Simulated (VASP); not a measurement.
**From VASP inputs to Ansatz: AlN (strained zincblende)**

INCAR

```
NELM = 120
GGA = PE
LREAL = .FALSE.
PREC = Accurate
NSW = 0
SIGMA = 0.02
ENCUT = 520
LELF = .TRUE.
ISIF = 2
NBANDS = 11
LASPH = .TRUE.
IBRION = -1
EDIFF = 1E-7
LWAVE = .FALSE.
ISMEAR = -1
LCHARG = .TRUE.
```

KPOINTS

```
KPOINTS created by Atomic Simulation Environment
0
Gamma
10 10 10
0 0 0
```

KPOINTS_OPT

```
special points
6
Reciprocal
0.0000000000 0.0000000000 0.0000000000 1
-0.5000000000 -0.5000000000 0.0000000000 1
-0.3750000000 -0.3750000000 0.2500000000 1
-0.3750000000 0.0000000000 0.3750000000 1
0.0000000000 0.0000000000 0.5000000000 1
-0.5000000000 -0.2500000000 0.2500000000 1
```

POSCAR

```
Al N
 1.0000000000000000
     0.0000000000000000    2.2571958303000002    2.2571958303000002
     2.2571958303000002    0.0000000000000000    2.2571958303000002
     2.2571958303000002    2.2571958303000002    0.0000000000000000
 Al  N
   1   1
Cartesian
  0.0000000000000000  0.0000000000000000  0.0000000000000000
  1.1285979151500001  1.1285979151500001  1.1285979151500001
```

VASP ran with the recommended PBE PAW datasets (8 valence electrons in the cell).

Task: Write an Ansatz input for this cell and level of theory.

Result: 

```yaml
crystal:
  lattice:
    - [0.0, 2.2571958303, 2.2571958303]
    - [2.2571958303, 0.0, 2.2571958303]
    - [2.2571958303, 2.2571958303, 0.0]
  atoms:
    - { symbol: Al, position: [0.0, 0.0, 0.0] }
    - { symbol: "N", position: [0.25, 0.25, 0.25] }
kpoints:
  mp_grid: { grid: [10, 10, 10] }
  band_path:
    path:
      - [0.0, 0.0, 0.0]
      - [-0.5, -0.5, 0.0]
      - [-0.375, -0.375, 0.25]
      - [-0.375, 0.0, 0.375]
      - [0.0, 0.0, 0.5]
      - [-0.5, -0.25, 0.25]
    npoints: 1
hamiltonian:
  xc: pbe
scf:
  occupations: { method: fermi_dirac, width: 0.02 }
  n_extra_bands: 4
output:
  forces: true
  stress: true
  eigenvalues: true
```

Other inputs would serve too.

|  | VASP | Ansatz |
| --- | --- | --- |
| gap between bands v and c | 3.26 eV | 3.27 eV |
| least direct gap | 3.35 eV | 3.34 eV |
| pressure | -12.7 GPa | -12.4 GPa |

Datasets and cutoffs are each program's own. VASP's cell holds 8 valence electrons and Ansatz's 8. Ansatz's stress includes a Pulay correction; VASP's doesn't.
